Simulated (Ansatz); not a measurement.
## ZrO2, space group Fm-3m: an all-electron equation of state, step by step

With Ansatz 0.2.0 through its Python package.

The cells in order, each with its output:

**Cell 1**
```python
from dataclasses import dataclass

import ansatz as az
from ase.eos import EquationOfState
from ase.units import GPa
import numpy as np
```

**Cell 2**
```python
@dataclass
class RunConfig:
    occupations: str = "fixed"
    mesh: tuple[int, ...] = (6, 6, 6)
```

**Cell 3**
```python
settings = RunConfig()
```

**Cell 4**
```python
VECTORS = np.array([
    [0.0, 2.535, 2.535],
    [2.535, 0.0, 2.535],
    [2.535, 2.535, 0.0],
])
SITES = [
    ("Zr", [0.0, 0.0, 0.0]),
    ("O", [0.25, 0.25, 0.25]),
    ("O", [0.75, 0.75, 0.75]),
]
```

**Cell 5**
```python
def on_lattice(cell):
    crystal = az.Crystal(lattice=az.Lattice.of(cell))
    for symbol, position in SITES:
        crystal = crystal.atom(symbol, position)
    return crystal

volumes, energies = [], []
for scale in np.linspace(0.92, 1.08, 5):
    cell = VECTORS * scale ** (1 / 3)
    model = (
        on_lattice(cell).calculation()
        .occupations(settings.occupations)
        .functional(az.Functional.PBE)
        .kpoints(*settings.mesh)
        .pseudopotentials("all_electron", lapw=True)
    )
    report = model.run().report
    volumes.append(abs(np.linalg.det(cell)) / len(SITES))
    energies.append(report["free_energy_ev"] / len(SITES))
    print(f"{scale:.3f} {volumes[-1]:9.4f} A^3/atom {energies[-1]:16.5f} eV/atom  (estimated basis error {1000 * report['lapw_basis_errors']['total_ev_per_atom']:.2f} meV/atom)")
v0, e0, bulk = EquationOfState(volumes, energies, eos="birchmurnaghan").fit()
print(f"V0 = {v0:.4f} A^3/atom, B0 = {bulk / GPa:.1f} GPa")
```
Output:
```text
0.920    9.9915 A^3/atom     -34009.55416 eV/atom  (estimated basis error 0.12 meV/atom)
0.960   10.4259 A^3/atom     -34009.62305 eV/atom  (estimated basis error 0.13 meV/atom)
1.000   10.8603 A^3/atom     -34009.65669 eV/atom  (estimated basis error 0.13 meV/atom)
1.040   11.2947 A^3/atom     -34009.66160 eV/atom  (estimated basis error 0.12 meV/atom)
1.080   11.7291 A^3/atom     -34009.64306 eV/atom  (estimated basis error 0.12 meV/atom)
V0 = 11.1579 A^3/atom, B0 = 235.9 GPa
```

A third-order Birch-Murnaghan fit through the 5 points has its minimum at 11.16 Å³ an atom, 2.7 % above the typed cell, with a bulk modulus of 236 GPa and dB/dP = 4.2. From that minimum the energy rises by 108.6 meV an atom on the compressed side and 19.8 meV on the expanded side.

Notes:
- All-electron totals depend on functional, relativistic treatment and basis; only differences at equal settings carry meaning.
- Spin is left out of this run.
- Of the deposited cell: the entry's cell lengths or inner coordinates differ somewhat from later room-temperature determinations.
- This is a high-temperature or high-pressure form, not the ambient phase.
- The structure is a deposited one; some such entries were measured under pressure or heat, so a shift against it needn't be the functional's error alone.
- Run time: 34 s on 1 thread of Arm Neoverse V2 (shared host), peak memory 0.38 GiB.
